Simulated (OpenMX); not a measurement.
**Sb under changes of volume**

One of the cells (30.206 Å³/atom); the others are scaled copies at fixed shape and fractional positions:

```
Sb
1.0
     2.15420    1.24373    3.75800
    -2.15420    1.24373    3.75800
     0.00000   -2.48746    3.75800
Sb
2
Direct
  0.76651 0.76651 0.76651
  0.23349 0.23349 0.23349
```

```yaml
Program: OpenMX 3.8.5
Functional: LDA
Potentials_or_basis: OpenMX 2013 LDA set, Sb7.0-s3p2d2, fixed grid of 48 × 48 × 48 points
k_mesh: 9 × 9 × 9
Occupations: fermi-dirac, width 0.05 eV
Spin: no spin polarisation
```

```tsv
volume (Å³/atom)	energy over the lowest point (meV/atom)	largest force (eV/Å)
28.393	29.12	0.705
28.998	13.92	0.548
29.602	4.44	0.407
30.206	0.00	0.313
30.810	?	?
31.414	4.47	0.075
32.018	12.48	0.003
```

Problem. What does the run at 30.810 Å³/atom give?

Solution. Energy over the lowest point 0.09 meV/atom; largest force 0.187 eV/Å.

Worked out: A Birch-Murnaghan fit of order 3 (a polynomial in V^(-2/3)) to the other rows has its minimum at 30.48 Å³/atom with B0 = V·E''(V) = 58 GPa and B' = 4.3 at fixed shape and positions, which overstates the stiffness. It gives 0.17 meV/atom at 30.810 Å³/atom, against the run's 0.09.

Energies are extrapolated to zero smearing.

Caveats: the basis has few d functions beyond the semicore shells, which can make volumes several per cent too large; the basis of atomic orbitals isn't converged, which shifts pressures, moduli and gaps.
